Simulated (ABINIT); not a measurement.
# Ge: single point with r2SCAN

Ge:

```
CELL_PARAMETERS angstrom
0.00000 2.82891 2.82891
2.82891 0.00000 2.82891
2.82891 2.82891 0.00000
ATOMIC_POSITIONS crystal
Ge 0.75000 0.75000 0.75000
Ge 0.50000 0.50000 0.50000
```

```json
{
  "Program": "ABINIT 10.8.3 (patched build)",
  "Task": "single point",
  "Functional": "r2SCAN",
  "Potentials or basis": "JTH PAW PBE v2.0",
  "Cutoff": "653 eV",
  "k mesh": "5 × 5 × 5",
  "Occupations": "fermi-dirac, width 0.05 eV",
  "Spin": "no spin polarisation",
  "Fine-grid cutoff": "1251.72 eV"
}
```

- Pressure: 0.6 GPa
- Band gap on the k mesh: 0.40 eV, direct
- Valence electrons inside the program's atomic spheres: Ge 12.40 (radii [1.2196] Å)

Levels at points of the mesh, in eV from the valence-band top:
```tsv
k point	band 12	band 13	band 14	band 15	band 16	band 17
(0.00, 0.00, 0.00)	0.00	0.00	0.00	0.40	2.73	2.73
```

Run time: 54 s on 1 thread of Arm Neoverse V1, with other jobs on the host, peak memory 0.15 GiB.

The gap isn't set beside the measured one, since this odd mesh misses points on the zone boundary.

Caveat: the PAW data sets were made with another functional, which shifts forces and pressure a little; an odd mesh through Γ misses points on the zone boundary, where band edges often lie.
